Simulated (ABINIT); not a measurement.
Crystal: C.

```
C
1.0
     0.00000    1.78337    1.78337
     1.78337    0.00000    1.78337
     1.78337    1.78337    0.00000
C
2
Direct
  0.75000 0.75000 0.75000
  0.50000 0.50000 0.50000
```

This isn't the form of C at room conditions, which is graphite.

Program: ABINIT 10.8.3 (patched build). Alike in all runs: task band structure; no spin polarisation; cell as given; k mesh 13 × 13 × 13; cutoff (eV) 1116; smearing fermi-dirac 0.05 eV.

Q: Order these runs on this cell by their band gap on the k mesh, lowest first.
A. level PBEsol; potentials or basis PseudoDojo NC SR PBEsol v0.4.1 standard
B. level BLYP; potentials or basis PseudoDojo NC SR PBE v0.4.1 standard
C. level PW91; potentials or basis PseudoDojo NC SR PBE v0.4.1 standard

A: A (4.05 eV), C (4.23 eV), B (4.46 eV).

Runs at the PBE level aren't shown here.
